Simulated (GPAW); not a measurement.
# C in GPAW: further runs, part 2 of 2

GPAW 26.7.0. The steps go on from the part before.

## (5) Single point, WC (the (0 0 1) slab of C, cut from the database cell, not relaxed)

Contents of run.py:

```python
import numpy as np
from ase.dft.bandgap import bandgap
from ase.io import read, write
from gpaw import GPAW, PW, setup_paths

setup_paths.insert(0, '.')

atoms = read('C.xyz')
atoms.pbc = (True, True, False)

calc = GPAW(mode=PW(600),
            xc='WC',
            kpts={'size': (12, 12, 1), 'gamma': True},
            occupations={'name': 'fermi-dirac', 'width': 0.05},
            nbands=18,
            convergence={'density': 1e-05, 'energy': 1e-05},
            maxiter=150,
            poissonsolver={'dipolelayer': 'xy'},
            txt='gpaw.txt')
atoms.calc = calc
energy = atoms.get_potential_energy()
forces = atoms.get_forces()
calc.write('gs.gpw')
write('result.traj', atoms)
print(f'Energy: {energy:.6f} eV')
print('Forces (eV/A):')
print(forces.round(4))
print('Fermi level:', round(calc.get_fermi_level(), 4), 'eV')
print(f'Gap: {bandgap(calc)[0]:.4f} eV, direct: {bandgap(calc, direct=True)[0]:.4f} eV')

v = calc.get_electrostatic_potential().mean(axis=(0, 1))
z = np.arange(len(v)) * atoms.cell[2, 2] / len(v)
ef = calc.get_fermi_level()
np.savetxt('planar.dat', np.c_[z, v], fmt='%.4f')
below, above = np.interp([1.5, atoms.cell[2, 2] - 1.5], z, v) - ef
print(f'Work functions: bottom {below:.4f} eV, top {above:.4f} eV')
print('Dipole moment:', *calc.get_dipole_moment().round(5), 'e A')
```

Contents of C.xyz:

```xyz
4
Lattice="2.4561701622 -0.0000000000 0.0000000000 -1.2280850811 2.1271057565 0.0000000000 0.0000000000 0.0000000000 23.5238033600" Properties=species:S:1:pos:R:3 pbc="T T T"
C      0.0000000000      1.4180704901      7.5000000000
C      1.2280850811      0.7090352663      7.5000000000
C      0.0000000000      1.4180704901     16.0238033600
C      1.2280850811      0.7090352663     16.0238033600
```

Potentials or basis: PAW data sets generated in the run's folder for this functional, pw.

Run with:

```bash
$ gpaw-setup -f WC C
$ OMP_NUM_THREADS=1 python run.py
```

gpaw.txt:

```text
__  _  _
 | _ |_)|_||  |
 |__||  | ||/\| - 26.7.0

Input parameters:
  mode=PW(ecut=600.0),
  convergence={'density': 1e-05, 'energy': 1e-05},
  kpts=MonkhorstPack(size=(12, 12, 1), gamma=True),
  maxiter=150,
  nbands=18,
  occupations=Occupations(name='fermi-dirac', width=0.05),
  poissonsolver=PoissonSolver(dipolelayer='xy'),
  xc=XC(name='WC')

Diagonalizing LCAO Hamiltonian
Converting LCAO to pw mode

        C C

        C C

Atoms  # Å, Bohr magnetons
|   | symbol |        x |        y |         z |    initial magnetic moments |
|---|--------|----------|----------|-----------|-----------------------------|
| 0 |      C | 0.000000 | 1.418070 |  7.500000 | ( 0.0000,  0.0000,  0.0000) |
| 1 |      C | 1.228085 | 0.709035 |  7.500000 | ( 0.0000,  0.0000,  0.0000) |
| 2 |      C | 0.000000 | 1.418070 | 16.023803 | ( 0.0000,  0.0000,  0.0000) |
| 3 |      C | 1.228085 | 0.709035 | 16.023803 | ( 0.0000,  0.0000,  0.0000) |

Unit cell  # Å
| periodic |         x |         y |         z |   lengths |     angles |
|----------|-----------|-----------|-----------|-----------|------------|
|      yes |  2.456170 | -0.000000 |  0.000000 |  2.456170 |  90.000000 |
|      yes | -1.228085 |  2.127106 |  0.000000 |  2.456170 |  90.000000 |
|       no |  0.000000 |  0.000000 | 23.523803 | 23.523803 | 120.000000 |

Number of symmetries: 24
Symmetry operations  # r_c * U_cc + t_c -> r_c
|    | kind |            matrix            |
|----|------|------------------------------|
|  0 |  σ   |  1, 1, 0,  0,-1, 0,  0, 0, 1 |
|  1 |  C2  |  1, 1, 0,  0,-1, 0,  0, 0,-1 |
|  2 |  C6  |  1, 1, 0, -1, 0, 0,  0, 0, 1 |
|  3 |  S6  |  1, 1, 0, -1, 0, 0,  0, 0,-1 |
|  4 |  E   |  1, 0, 0,  0, 1, 0,  0, 0, 1 |
|  5 |  σ   |  1, 0, 0,  0, 1, 0,  0, 0,-1 |
|  6 |  σ   |  1, 0, 0, -1,-1, 0,  0, 0, 1 |
|  7 |  C2  |  1, 0, 0, -1,-1, 0,  0, 0,-1 |
|  8 |  σ   |  0, 1, 0,  1, 0, 0,  0, 0, 1 |
|  9 |  C2  |  0, 1, 0,  1, 0, 0,  0, 0,-1 |
| 10 |  C3  |  0, 1, 0, -1,-1, 0,  0, 0, 1 |
| 11 |  S3  |  0, 1, 0, -1,-1, 0,  0, 0,-1 |
| 12 |  C6  |  0,-1, 0,  1, 1, 0,  0, 0, 1 |
| 13 |  S6  |  0,-1, 0,  1, 1, 0,  0, 0,-1 |
| 14 |  σ   |  0,-1, 0, -1, 0, 0,  0, 0, 1 |
| 15 |  C2  |  0,-1, 0, -1, 0, 0,  0, 0,-1 |
| 16 |  σ   | -1, 0, 0,  1, 1, 0,  0, 0, 1 |
| 17 |  C2  | -1, 0, 0,  1, 1, 0,  0, 0,-1 |
| 18 |  C2  | -1, 0, 0,  0,-1, 0,  0, 0, 1 |
| 19 |  i   | -1, 0, 0,  0,-1, 0,  0, 0,-1 |
| 20 |  C3  | -1,-1, 0,  1, 0, 0,  0, 0, 1 |
| 21 |  S3  | -1,-1, 0,  1, 0, 0,  0, 0,-1 |
| 22 |  σ   | -1,-1, 0,  0, 1, 0,  0, 0, 1 |
| 23 |  C2  | -1,-1, 0,  0, 1, 0,  0, 0,-1 |

BZ-sampling:
  Number of BZ points: 144
  Number of IBZ points: 19

  Monkhorst-Pack size: [12, 12, 1]
  Monkhorst-Pack shift: [0.041666666666666664, 0.041666666666666664, 0.0]

K-points  # in reciprocal-cell coordinates
|     |                                coordinates |     weight |
|-----|--------------------------------------------|------------|
|   0 | ( -0.00000000,  -0.00000000,   0.00000000) | 0.00694444 |
|   1 | (  0.08333333,  -0.00000000,   0.00000000) | 0.04166667 |
|   2 | (  0.16666667,  -0.08333333,   0.00000000) | 0.04166667 |
|   3 | (  0.16666667,  -0.00000000,   0.00000000) | 0.04166667 |
|   4 | (  0.25000000,  -0.08333333,   0.00000000) | 0.08333333 |
|   5 | (  0.25000000,  -0.00000000,   0.00000000) | 0.04166667 |
|   6 | (  0.33333333,  -0.16666667,   0.00000000) | 0.04166667 |
|   7 | (  0.33333333,  -0.08333333,   0.00000000) | 0.08333333 |
|   8 | (  0.33333333,  -0.00000000,   0.00000000) | 0.04166667 |
|   9 | (  0.33333333,   0.33333333,   0.00000000) | 0.01388889 |
| ... |                                            |            |
|  18 | (  0.50000000,   0.50000000,   0.00000000) | 0.02083333 |

Plane wave coefficients: 4161
Cutoff: 600.0 eV

Spin-components: 1 (collinear spins)
Bands:           18
Projectors:      20
Spin-degeneracy: 2
Datatype:        complex128

Parallelization:
  kpt:    1
  domain: 1
  band:   1

Density:
  Valence electrons: 16.0
  Components: 1
  Grid points: [ 14  14 135]
  Charge: 0.0  # |e|

Potential:
  Grid points: [ 14  14 135]

species:
  C:
    name:    Carbon
    Z:       6.0
    valence: 4
    core:    2
    charge:  0.0  # [|e|]
    compensation charges:
      type: gauss
      rc: 0.20  # [Å]
      lmax: 2
    cutoffs:
      filter: 1.14  # [Å]
      core: 1.14  # [Å]
    projectors
    | kind |    occ | energy [eV] | rcut [Å] |
    |------|--------|-------------|----------|
    |   2s |  2.000 |     -13.666 |    0.635 |
    |   2p |  2.000 |      -5.241 |    0.635 |
    |    s |        |      13.545 |    0.635 |
    |    p |        |      21.971 |    0.635 |
    |    d |        |       0.000 |    0.635 |

    Using partial waves for C as LCAO basis

Reference energy: -4100.316670  # eV

eigensolver:
  PPCG
  Converge bands: occupied
  niter=2

density mixing:
  MSR1-Mixer
  Pratt-step length: 0.05
  Maximum mixing coefficient: 0.75
  Old densities: 10
  SVD Regularization: 0.005
  Good broyden scale: 1.0
  Trust region scale: 1.0
  Backstep threshold: 4.0
  History deletion threshold: 6.0
  Fourier metric: weight=20.0, sigma=0.015

occupation numbers:
  Fermi-Dirac:
    width: 0.0500  # eV

<gpaw.new.pw.poisson.DipoleLayerPWPoissonSolver object>
xc functional:
  name: WC with 2 nearest neighbor stencil

convergence criteria:
[... 6 lines left out ...]
|iter     | |      energy | eigst |  dens |
|---------|-|-------------|-------|-------|
|iter:   1| |  -40.367073 | +0.66 |       |
|iter:   2| |  -40.146602 | -0.88 | -0.75 |
|iter:   3| |  -38.290503 | -0.80 | -0.77 |
|iter:   4| |  -38.298840 | -2.32 | -1.59 |
|iter:   5| |  -38.303997 | -3.28 | -1.93 |
|iter:   6| |  -38.304026 | -4.56 | -3.08 |
|iter:   7| |  -38.304031c| -5.56 | -3.56 |
|iter:   8| |  -38.304030c| -6.50 | -3.87 |
|iter:   9| |  -38.304030c| -7.55c| -4.69 |
|iter:  10| |  -38.304030c| -8.11c| -5.29c|

Converged in 10 steps
Energy contributions relative to reference atoms: (reference = -4100.316670)

Energy contributions:
  Kinetic:          37.458292
  Coulomb:         -38.257884
  Zero:              0.071699
  External:          0.000000
  Xc:              -37.574212
  Entropy:          -0.003851
  Spinorbit:         0.000000
  ----------------------------
  Free energy:     -38.305955
  Extrapolated:    -38.304030

dipole moment: (0.000001, 0.000002, 0.000022)  # |e|*Ang

Fermi level: -1.293
Eigenvalues  # (at kpt = [-0.000, -0.000, 0.000])
| band index |      eig [eV] | occ [0-2] |
|------------|---------------|-----------|
|          0 |       -20.874 |     2.000 |
|          1 |       -20.874 |     2.000 |
|          2 |        -9.011 |     2.000 |
|          3 |        -9.010 |     2.000 |
|          4 |        -4.334 |     2.000 |
|          5 |        -4.334 |     2.000 |
[... 8 lines left out ...]
|         14 |         5.960 |     0.000 |
|         15 |         7.073 |     0.000 |
|        ... |               |           |
|         17 |         7.073 |     0.000 |

Gap: 0.000 eV
Transition (v -> c):
  (s=0, k=9, n=7, [0.33, 0.33, 0.00]) -> (s=0, k=9, n=8, [0.33, 0.33, 0.00])
No difference between direct/indirect transitions
vacuum-level: 2.995  # V
Workfunctions: 4.288, 4.288 eV (top, bottom)

Forces  # eV/Ang
|        x |        y |        z |
|----------|----------|----------|
|  0.00000 |  0.00000 | -0.00015 |  # C    0
| -0.00000 | -0.00000 | -0.00015 |  # C    1
|  0.00000 |  0.00000 |  0.00015 |  # C    2
| -0.00000 | -0.00000 |  0.00015 |  # C    3

# Writing to gs.gpw (mode='')
```

Wall time 23 s (1 thread of Arm Neoverse V1, shared host); peak memory 0.19 GiB.

What came out:

* Free energy: -38.3060 eV
* Band gap on the k mesh: none (metal or under the smearing width)
* Dipole across the slab: 0.00 e·Å
* Work function of the upper face: 4.29 eV
* Work function of the lower face: 4.29 eV

Levels at points of the mesh, in eV from the Fermi level:
```
           k point  band 5  band 6  band 7  band 8  band 9  band 10  band 11  band 12
(0.00, 0.00, 0.00)   -3.04   -3.04   -3.04   -3.04    3.22     3.55     3.97     4.80
(0.50, 0.50, 0.00)   -6.46   -6.46   -2.38   -2.38    1.66     1.66     7.46     7.46
```

Caveat: these data sets are soft for forces on short bonds.

## (6) The runs side by side

| level | potentials or basis | gap on the mesh (eV) | work function (eV) |
| --- | --- | --- | --- |
| vdW-DF-cx | GPAW PAW data sets (gpaw-data 1.2.1), pw | none | 4.31 |
| BEEF-vdW | GPAW PAW data sets (gpaw-data 1.2.1), pw | none | 4.44 |
| revPBE | the program's PAW data sets (release 1.2.1) made for this functional, pw | none | 4.10 |
| WC | PAW data sets generated in the run's folder for this functional, pw | none | 4.29 |

Alike in all rows: task single point; no spin polarisation; cell the (0 0 1) slab of C, cut from the database cell, not relaxed; k mesh 12 × 12 × 1; cutoff (eV) 600; smearing fermi-dirac 0.05 eV.

Caveats: these data sets are soft for forces on short bonds; the PAW data sets were made with another functional, which shifts forces and pressure a little (some runs).

Absolute energies hang on the potentials; compare differences alone.
